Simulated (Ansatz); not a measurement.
Input of an Ansatz 0.2.0 run:

Contents of input.yaml:

```yaml
crystal:
  lattice:
    - [3.14799252, -1.92978203, 0.0]
    - [3.14799252, 1.92978203, 0.0]
    - [-0.00309924, 0.0, 4.43932959]
  atoms:
    - { symbol: Mo, position: [0.0, 0.0, 0.0] }
    - { symbol: S, position: [0.6879, 0.6879, 0.2889] }
    - { symbol: S, position: [0.3121, 0.3121, 0.7111] }
kpoints:
  mp_grid: { grid: [6, 6, 5] }
scf:
  occupations: { method: fermi_dirac, width: 0.05 }
hamiltonian:
  xc: pbesol
  pseudopotentials: { kind: all_electron, lapw: { basis_error: 0.002 } }
output:
  forces: true
  stress: true
relax:
  f_tol: 0.01
  max_steps: 60
  cell: {}
```

Potentials or basis: all-electron LAPW, scalar-relativistic.

Command:

```sh
$ ansatz run input.yaml --threads 2 --pin off --max-ram 6144MiB --backend cpu --events-out ev --progress --plain --runs-dir out
```

(1) Estimate the space group after relaxing (to 0.05 Å).

(2) Estimate the relaxed cell.

Results:

(1) P-3m1 (No. 164).

(2) a = 3.143 Å, b = 3.143 Å, c = 6.260 Å, α = 89.99°, β = 89.99°, γ = 60.00°.
